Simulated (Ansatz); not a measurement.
## The gap of RbCl (Fm-3m): a ladder of methods and an error budget

The study climbs from cheap functionals to G0W0 on RbCl (Fm-3m) and then asks what each convergence step is worth.

Method: density functionals, hybrids, G0W0, plane waves, PAW, in Ansatz 0.2.0.

Most raw output is cut from this account.

In doubt: masses and optical values from hybrid runs of this build are listed as unsure (step 12), which bears on the screening that GW takes from such a start.

### 1. Starting point

Symmetry: Fm-3m, No. 225, cubic system. Conventional cell: a = 6.579 Å, b = 6.579 Å, c = 6.579 Å, α = 90.00°, β = 90.00°, γ = 90.00°. Nearest to Rb lie 6 Cl at 3.29 Å. Nearest to Cl lie 6 Rb at 3.29 Å. Farther neighbours and most contacts between anions are not listed.

The cell and positions come from the Crystallography Open Database and are kept as given unless a step says otherwise.

### 2. PBE bands

Levels along a band path, at the cheap level, show where the edges lie and whether the meshes to come will hold them.

This step: DFT, PBE, plane waves, PAW; PAW set soft_1.

Contents of input.yaml:

```yaml
crystal:
  lattice:
    - [0.0, 3.2895, 3.2895]
    - [3.2895, 0.0, 3.2895]
    - [3.2895, 3.2895, 0.0]
  atoms:
    - { symbol: Rb, position: [0.0, 0.0, 0.0] }
    - { symbol: Cl, position: [0.5, 0.5, 0.5] }
kpoints:
  mp_grid: { grid: [6, 6, 6] }
  band_path:
    path:
      - [[0.0, 0.0, 0.0], [0.5, 0.0, 0.5], [0.625, 0.25, 0.625]]
      - [[0.375, 0.375, 0.75], [0.0, 0.0, 0.0], [0.5, 0.5, 0.5], [0.5, 0.25, 0.75], [0.5, 0.0, 0.5]]
    npoints: 10
hamiltonian:
  xc: pbe
  pseudopotentials: { kind: paw, azcp: { folder: soft_1 } }
scf:
  occupations: { method: fermi_dirac, width: 0.02 }
  n_extra_bands: 4
output:
  eigenvalues: true
```

Command:

```console
ansatz run input.yaml --threads 24 --pin off --max-ram 82944MiB --backend cuda --events-out ev --progress --plain --runs-dir out --devices 1 --max-vram 78GiB
```

Run time: 1.8 s. Hardware: 1 × NVIDIA GB200 (shared by 2 runs) with 24 threads of Arm Neoverse V2, shared host; peak memory 1 GiB.

This step gave:

| Property | Result |
| --- | --- |
| filled bands | 8 |
| gap | 5.004 eV |
| valence top at | Γ |
| conduction bottom at | Γ |
| least direct gap | 5.004 eV |

The gap is direct, at Γ.

Electronic bands along the path, in eV, zero at the top of the highest nominally filled band; v1 is the highest filled band, c1 the lowest empty one:

| point | v4 | v3 | v2 | v1 | c1 | c2 | c3 | c4 |
| --- | --- | --- | --- | --- | --- | --- | --- | --- |
| Γ | -7.97 | 0.00 | 0.00 | 0.00 | 5.00 | 7.99 | 7.99 | 7.99 |
| halfway | -7.98 | -0.53 | -0.07 | -0.07 | 6.37 | 6.88 | 9.43 | 9.50 |
| X | -8.07 | -0.32 | -0.10 | -0.10 | 6.21 | 8.07 | 9.72 | 10.04 |
| halfway | -8.05 | -0.31 | -0.19 | -0.14 | 6.41 | 8.34 | 9.35 | 10.20 |
| U | -8.02 | -0.40 | -0.28 | -0.22 | 6.95 | 8.71 | 9.06 | 9.75 |
| jump to K | -8.02 | -0.40 | -0.28 | -0.22 | 6.95 | 8.71 | 9.06 | 9.75 |
| halfway | -7.94 | -0.59 | -0.27 | -0.11 | 6.66 | 7.61 | 8.81 | 9.51 |
| Γ | -7.97 | 0.00 | 0.00 | 0.00 | 5.00 | 7.99 | 7.99 | 7.99 |
| halfway | -7.95 | -0.48 | -0.17 | -0.17 | 6.27 | 7.76 | 8.74 | 8.74 |
| L | -7.94 | -0.86 | -0.34 | -0.34 | 7.75 | 7.98 | 10.16 | 10.16 |
| halfway | -7.96 | -0.65 | -0.29 | -0.29 | 7.73 | 7.86 | 9.74 | 9.89 |
| W | -7.95 | -0.44 | -0.24 | -0.24 | 7.67 | 7.67 | 9.34 | 9.37 |
| halfway | -8.01 | -0.30 | -0.27 | -0.15 | 6.61 | 8.54 | 8.99 | 10.05 |
| X | -8.07 | -0.32 | -0.10 | -0.10 | 6.21 | 8.07 | 9.72 | 10.04 |

### 3. LDA

A second semilocal functional shows how much of the gap hangs on that choice alone.

This step: DFT, LDA, plane waves, PAW; PAW set soft_1.

input.yaml, the sections that differ from step 2:

```yaml
kpoints:
  mp_grid: { grid: [6, 6, 6] }
  band_path:
    path:
      - [0.0, 0.0, 0.0]
      - [0.5, 0.0, 0.5]
      - [0.625, 0.25, 0.625]
      - [0.375, 0.375, 0.75]
      - [0.5, 0.5, 0.5]
      - [0.5, 0.25, 0.75]
    npoints: 1
hamiltonian:
  xc: lda
  pseudopotentials: { kind: paw, azcp: { folder: soft_1 }, xc_functional: pbe }
scf:
  occupations: { method: fixed }
  n_extra_bands: 4
# crystal, output: as in step 2
```

Elapsed: 1.3 s, on 1 × NVIDIA GB200 (shared by 2 runs) with 24 threads; peak memory 0.93 GiB.

Numbers from this step:

| Quantity | Value |
| --- | --- |
| gap | 4.554 eV |
| valence top at | Γ |
| conduction bottom at | Γ |
| least direct gap | 4.554 eV |

The gap stands −0.45 eV against PBE.

### 4. PBE+SOC

Spin-orbit coupling can split or shift the edges; a non-collinear run measures by how much.

This step: DFT, PBE with spin-orbit coupling, plane waves, PAW; PAW set soft_1.

input.yaml, the sections that differ from step 3:

```yaml
hamiltonian:
  xc: pbe
  pseudopotentials: { kind: paw_fr, azcp: { folder: soft_1 } }
scf:
  occupations: { method: fixed }
  n_extra_bands: 8
magnetization:
  noncollinear: true
  spin_orbit: true
# crystal, kpoints, output: as in step 3
```

Elapsed: 2.9 s, on 1 × NVIDIA GB200 (shared by 2 runs) with 24 threads; peak memory 1.1 GiB.

This step gave:

| Quantity | Value |
| --- | --- |
| gap | 4.960 eV |
| valence top at | Γ |
| conduction bottom at | Γ |
| least direct gap | 4.960 eV |

The gap stands −0.04 eV against PBE.

### 5. HSE06

HSE06 mixes in a quarter of exact exchange at short range. Exchange couples all pairs of k points, which makes a full band path dear, so levels are read on the mesh and at chosen points.

This step: DFT, HSE06, plane waves, PAW; PAW set soft_1.

input.yaml, the sections that differ from step 4:

```yaml
kpoints:
  mp_grid: { grid: [4, 4, 4] }
  band_path:
    path:
      - [0.0, 0.0, 0.0]
      - [0.5, 0.0, 0.5]
      - [0.625, 0.25, 0.625]
      - [0.375, 0.375, 0.75]
      - [0.5, 0.5, 0.5]
      - [0.5, 0.25, 0.75]
    npoints: 1
hamiltonian:
  xc: hse06
  pseudopotentials: { kind: paw, azcp: { folder: soft_1 } }
scf:
  occupations: { method: fixed }
  n_extra_bands: 4
# crystal, output: as in step 4
# magnetization: removed
```

It took 2.9 s on 1 × NVIDIA GB200 (shared by 2 runs) with 24 threads; peak memory 1.1 GiB; 8.1 s of CPU time.

This step gave:

```
gap                  : 6.299 eV
valence top at       : Γ
conduction bottom at : Γ
least direct gap     : 6.299 eV
```

The gap stands +1.29 eV against PBE.

### 6. PBE0

PBE0 differs from HSE06 by long-range exchange, so the pair shows what that tail is worth.

This step: DFT, PBE0, plane waves, PAW; PAW set soft_1.

input.yaml, as its differences from that of step 5:

```diff
@@ -20,3 +20,3 @@
 hamiltonian:
-  xc: hse06
+  xc: pbe0
   pseudopotentials: { kind: paw, azcp: { folder: soft_1 } }
```

Run time: 3.4 s. Hardware: 1 × NVIDIA GB200 (shared by 2 runs) with 24 threads; peak memory 1.2 GiB.

Numbers from this step:

```
gap                  : 7.040 eV
valence top at       : Γ
conduction bottom at : Γ
least direct gap     : 7.040 eV
```

The gap stands +2.04 eV against PBE.

### 7. DDH-PBE0

Here the share of exact exchange is set once to one over ε∞ of the semilocal ground state, the screening that GW applies at long range.

This step: DFT, dielectric-dependent PBE0 (fraction 1/eps_inf of PBE), plane waves, PAW; PAW set soft_1.

input.yaml, as its differences from that of step 6:

```diff
@@ -8,2 +8,3 @@
     - { symbol: Cl, position: [0.5, 0.5, 0.5] }
+  host: atoms
 kpoints:
@@ -20,3 +21,6 @@
 hamiltonian:
-  xc: pbe0
+  xc:
+    exchange: pbe
+    correlation: pbe
+    exx: { coeff: inverse_dielectric }
   pseudopotentials: { kind: paw, azcp: { folder: soft_1 } }
```

It took 5.6 s on 1 × NVIDIA GB200 (shared by 2 runs) with 24 threads; peak memory 1.3 GiB.

This step gave:

```yaml
gap: 8.518 eV
valence_top_at: Γ
conduction_bottom_at: Γ
least_direct_gap: 8.518 eV
exact_exchange_fraction: 0.4278
```

The gap stands +3.51 eV against PBE; the share of exchange is 0.428, one over an ε∞ of 2.3.

### 8. Dielectric tensor

ε∞ sets how strongly the crystal screens. Perturbation theory gives it with local fields and without a sum over empty bands.

This step: dielectric response by perturbation theory, PBE, plane waves, PAW; PAW set soft_1.

Contents of input.yaml:

```yaml
crystal:
  lattice:
    - [0.0, 3.2895, 3.2895]
    - [3.2895, 0.0, 3.2895]
    - [3.2895, 3.2895, 0.0]
  atoms:
    - { symbol: Rb, position: [0.0, 0.0, 0.0] }
    - { symbol: Cl, position: [0.5, 0.5, 0.5] }
kpoints:
  mp_grid: { grid: [6, 6, 6] }
hamiltonian:
  xc: pbe
  pseudopotentials: { kind: paw, azcp: { folder: soft_1 } }
scf:
  occupations: { method: fixed }
dielectric: {}
```

Elapsed: 1.9 s, on 1 × NVIDIA GB200 (shared by 2 runs) with 24 threads; peak memory 1.1 GiB.

One over ε∞ averages 0.43, above the quarter of exact exchange in PBE0, which should therefore fall short.

High-frequency dielectric tensor:

```
2.34 0.00 0.00
0.00 2.34 0.00
0.00 0.00 2.34
```

### 9. G0W0, 4×4×4 mesh, 75 empty bands, screening to 60 eV, PAW set soft_1 files

G0W0 replaces the xc potential by the self-energy, built once from these orbitals. Only a window of levels is corrected, while the sums run over the empty bands that the input names. This step takes PAW set soft_1 files.

This step: G0W0 on PBE, plane waves, PAW; PAW set soft_1.

input.yaml, the sections that differ from step 8:

```yaml
kpoints:
  mp_grid: { grid: [4, 4, 4] }
gw:
  n_empty_bands: 75
  ecut_chi: 60
  qp_bands: [v2, c2]
  qp_kpoints: band_edges
  screening: { model: contour_deformation }
# crystal, hamiltonian, scf: as in step 8
# dielectric: removed
```

The job ended after 2.5 s (1 × NVIDIA GB200 (shared by 2 runs) with 24 threads; peak memory 1.2 GiB).

Numbers from this step:

- bands summed: 83
- RPA ε∞ on this mesh (eigenvalues): 2.191, 2.191, 2.191
- plane waves in the screening matrix: 65
- G0W0 gap on the mesh: 7.388 eV
- k of the valence top: 0, 0, 0
- k of the conduction bottom: 0, 0, 0
- starting gap on the mesh: 5.004 eV
- least direct G0W0 gap on the computed points: 7.388 eV

The gap on the mesh goes from 5.00 eV to 7.39 eV, a correction of +2.38 eV. Between the two edge states, bare exchange in place of the xc potential would open the gap by 8.05 eV, and correlation takes back 5.67 eV.

### 10. G0W0, 4×4×4 mesh, 212 empty bands, screening to 120 eV, PAW set soft_1 files

Another rung: the empty bands reach about as high as the screening cutoff, so the two stay in balance.

input.yaml, as its differences from that of step 9:

```diff
@@ -16,4 +16,4 @@
 gw:
-  n_empty_bands: 75
-  ecut_chi: 60
+  n_empty_bands: 212
+  ecut_chi: 120
   qp_bands: [v2, c2]
```

It took 2.8 s on 1 × NVIDIA GB200 (shared by 2 runs) with 24 threads; peak memory 1.2 GiB.

This step gave:

| Quantity | Value |
| --- | --- |
| bands summed | 220 |
| RPA ε∞ on this mesh (eigenvalues) | 2.187, 2.187, 2.187 |
| plane waves in the screening matrix | 181 |
| G0W0 gap on the mesh | 7.613 eV |
| k of the valence top | 0, 0, 0 |
| k of the conduction bottom | 0, 0, 0 |
| starting gap on the mesh | 5.004 eV |
| least direct G0W0 gap on the computed points | 7.613 eV |

Against the run with 4×4×4 mesh, 75 empty bands, screening to 60 eV, PAW set soft_1 files, the gap moves by +0.22 eV.

### 11. G0W0, 4×4×4 mesh, 457 empty bands, screening to 200 eV, PAW set soft_1 files

input.yaml, as its differences from that of step 10:

```diff
@@ -16,4 +16,4 @@
 gw:
-  n_empty_bands: 212
-  ecut_chi: 120
+  n_empty_bands: 457
+  ecut_chi: 200.0
   qp_bands: [v2, c2]
```

Wall time 4.7 s (1 × NVIDIA GB200 (shared by 2 runs) with 24 threads); peak memory 1.5 GiB.

Numbers from this step:

```yaml
bands_summed: 465
rpa_eps_infinity_on_this_mesh_eigenvalues: 2.186, 2.186, 2.186
plane_waves_in_the_screening_matrix: 459
q_points_in_the_mesh: 64
g0w0_gap_on_the_mesh: 7.738 eV
k_of_the_valence_top: 0, 0, 0
k_of_the_conduction_bottom: 0, 0, 0
starting_gap_on_the_mesh: 5.004 eV
z_at_the_valence_top: 0.7965
z_at_the_conduction_bottom: 0.8701
least_direct_g0w0_gap_on_the_computed_points: 7.738 eV
```

Against the run with 4×4×4 mesh, 212 empty bands, screening to 120 eV, PAW set soft_1 files, the gap moves by +0.12 eV.

Limits: finite bands, cutoff and mesh; no spin-orbit coupling. v1 is the top filled band, c1 the lowest empty one. The levels before and after the correction (eV, zero at the valence-band top of each column):

|  | conduction bottom | valence top |
| --- | --- | --- |
| Kohn-Sham | 5.00 | 0.00 |
| G0W0 | 7.74 | 0.00 |

|  | level | occupation | energy (eV) |
| --- | --- | --- | --- |
| Kohn-Sham | Γ v2-v1 | 2 | 0.000 |
| Kohn-Sham | Γ c1 | 0 | 5.004 |
| Kohn-Sham | Γ c2 | 0 | 7.985 |
| G0W0 | Γ v2-v1 | 2 | 0.000 |
| G0W0 | Γ c1 | 0 | 7.738 |
| G0W0 | Γ c2 | 0 | 11.251 |

How the two edges are built up, in eV (the quasiparticle level is the starting level plus Σx plus Σc less Vxc):

| run | edge | start | Σx | Σc | Vxc | Z | QP |
| --- | --- | --- | --- | --- | --- | --- | --- |
| 83 bands | valence top | 1.02 | -20.68 | 2.78 | -16.23 | 0.81 | -0.65 |
| 83 bands | conduction bottom | 6.03 | -4.10 | -2.89 | -7.70 | 0.87 | 6.74 |
| 220 bands | valence top | 1.02 | -20.68 | 2.48 | -16.23 | 0.80 | -0.95 |
| 220 bands | conduction bottom | 6.03 | -4.10 | -2.96 | -7.70 | 0.87 | 6.67 |
| 465 bands | valence top | 1.02 | -20.68 | 2.29 | -16.23 | 0.80 | -1.14 |
| 465 bands | conduction bottom | 6.03 | -4.10 | -3.03 | -7.70 | 0.87 | 6.60 |

### 12. G0W0@HSE06, 4×4×4 mesh, 212 empty bands, screening to 120 eV, PAW set soft_1 files

The same correction from a different start measures what one shot leaves open. Bands and cutoff differ from the step before, so it is read against an earlier run that matches them.

This step: G0W0 on HSE06, plane waves, PAW; PAW set soft_1.

input.yaml, as its differences from that of step 11:

```diff
@@ -11,3 +11,3 @@
 hamiltonian:
-  xc: pbe
+  xc: hse06
   pseudopotentials: { kind: paw, azcp: { folder: soft_1 } }
@@ -16,4 +16,4 @@
 gw:
-  n_empty_bands: 457
-  ecut_chi: 200.0
+  n_empty_bands: 212
+  ecut_chi: 120
   qp_bands: [v2, c2]
```

Wall time 6.6 s (1 × NVIDIA GB200 (shared by 2 runs) with 24 threads); peak memory 1.3 GiB.

Numbers from this step:

```
bands summed                                 : 220
RPA ε∞ on this mesh (eigenvalues)            : 2.004, 2.004, 2.004
plane waves in the screening matrix          : 181
G0W0 gap on the mesh                         : 8.212 eV
k of the valence top                         : 0, 0, 0
k of the conduction bottom                   : 0, 0, 0
starting gap on the mesh                     : 6.299 eV
least direct G0W0 gap on the computed points : 8.212 eV
```

Against the run with 4×4×4 mesh, 212 empty bands, screening to 120 eV, PAW set soft_1 files on PBE, the gap moves by +0.60 eV, while the start moved by +1.29 eV.

[end of part 1 of 2]

[Paths, hosts, dates, memory and timing lines, banners, echoed tables and standing remarks are left out of the program output.]

[Logs are printed without paths, hosts, clocks, repeated set-up lines and the standing remarks that a program may print on its own settings, such as how far it seeks lower states.]

[Runs of the session that timed out or met a known fault of the program may be left out.]

[Cells called generated may have been cut or substituted from an entry of the Crystallography Open Database or the Materials Project.]

[Hosts, paths, dates, database ids (printed as entryN), source tags and the programs' standing remarks are cut or masked in the printed files.]
